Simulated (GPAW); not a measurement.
ZnSe (Stilleite): single point with LDA

**Experimental background.**

“Alloy Disordering Effects on the Thermal Conductivity and Energy Gap Temperature Dependence of Cd1−xZnxSe Ternary Crystals Grown by the Bridgman Method”, 2023, pmc:10253836 reports, for a bulk crystal of ZnSe at 300 K: band gap 2.695 ± 0.003 eV (an exciton energy, a little under the gap).

The system is ZnSe (Stilleite).

```
Se Zn
1.0
     0.00000    2.83380    2.83380
     2.83380    0.00000    2.83380
     2.83380    2.83380    0.00000
Se Zn
1 1
Direct
  0.75000 0.75000 0.75000
  0.00000 0.00000 0.00000
```

```
Program             : GPAW 26.7.0
Task                : single point
Functional          : LDA
Potentials or basis : the program's PAW data sets (release 1.2.1) made for this functional
Cutoff              : 450 eV
Basis               : pw
k mesh              : 7 × 7 × 7
Occupations         : fermi-dirac, width 0.05 eV
Spin                : no spin polarisation
```

```json
{
  "Pressure": "-4.0 GPa",
  "Band gap on the k mesh": "1.04 eV, direct"
}
```

Levels at points of the mesh, in eV from the valence-band top:
| k point | band 5 | band 6 | band 7 | band 8 | band 9 | band 10 | band 11 | band 12 | band 13 | band 14 |
| --- | --- | --- | --- | --- | --- | --- | --- | --- | --- | --- |
| (0.00, 0.00, 0.00) | -6.27 | -6.27 | 0.00 | 0.00 | 0.00 | 1.04 | 5.72 | 5.72 | 5.72 | 9.66 |

Run time: 4.9 s on 1 thread of Arm Neoverse V2 (shared host), peak memory 0.13 GiB.

Measured gap of ZnSe: 2.695 eV (an exciton energy, a little under the gap; 300 K; “Alloy Disordering Effects on the Thermal Conductivity and Energy Gap Temperature Dependence of Cd1−xZnxSe Ternary Crystals Grown by the Bridgman Method”, 2023, pmc:10253836). This calculation gives 1.04 eV (-1.65 eV). So large a miss can be the level of theory's own, or it may mean another phase, state or a wrong row. Spin-orbit coupling on Se is left out. The value is that of LDA, without temperature or zero-point motion. Semilocal functionals fall short of measured gaps as a rule.

Caveat: the cutoff is short for stress and forces, so pressures can be off by a GPa or more.
